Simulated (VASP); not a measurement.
## BAs: dielectric tensor with HSE06

The system is BAs.

```
B As
1.0
     0.00000    2.38890    2.38890
     2.38890    0.00000    2.38890
     2.38890    2.38890    0.00000
B As
1 1
Direct
  0.00000 0.00000 0.00000
  0.25000 0.25000 0.25000
```

The cell was built by a generator and needn't be a form met in nature.

```
Program                            : VASP 6.6.1
Task                               : dielectric tensor
Functional                         : HSE06
Potentials or basis                : VASP PAW PBE potentials, release 64 (B, As)
Cutoff                             : 520 eV
k mesh                             : 8 × 8 × 8
Occupations                        : gaussian, width 0.02 eV
Spin                               : no spin polarisation
Grid for exact exchange (PRECFOCK) : Fast
Screening parameter                : 0.2 1/A
Further INCAR settings             : ALGO = Normal; EDIFF = 1e-08
```

The band gap on the k mesh is 1.86 eV, indirect (least direct gap 4.13 eV), the electronic dielectric tensor (diagonal) is 8.85 and the born charges (mean of the diagonal) is B -0.43; As +0.43 e.

Levels at points of the mesh, in eV from the valence-band top:
| k point | band 1 | band 2 | band 3 | band 4 | band 5 | band 6 | band 7 | band 8 |
| --- | --- | --- | --- | --- | --- | --- | --- | --- |
| (0.00, 0.00, 0.00) | -16.96 | 0.00 | 0.00 | 0.00 | 4.13 | 4.13 | 4.13 | 5.88 |
| (0.50, 0.00, 0.00) | -13.77 | -9.70 | -1.99 | -1.99 | 3.57 | 5.71 | 5.71 | 10.03 |
| (0.50, 0.50, 0.00) | -12.27 | -9.49 | -4.46 | -4.46 | 2.09 | 2.16 | 12.95 | 12.95 |

Electronic dielectric tensor:
```
8.85 0.00 0.00
0.00 8.85 0.00
0.00 0.00 8.85
```

Born effective charge tensors (e):
atom 1, B
```
-0.43  0.00  0.00
 0.00 -0.43  0.00
 0.00  0.00 -0.43
```
atom 2, As
```
0.43 0.00 0.00
0.00 0.43 0.00
0.00 0.00 0.43
```

Dipole moments of the cell (e·Å, modulo the quantum): ionic 5.972, 5.972, 5.972; electronic 0.004, 0.004, 0.015

It took 18 min on 8 MPI ranks on Intel(R) Xeon(R) 6975P-C (Granite Rapids), with other jobs on the host, peak memory 0.46 GiB a rank.

 A k mesh can miss the band edges.
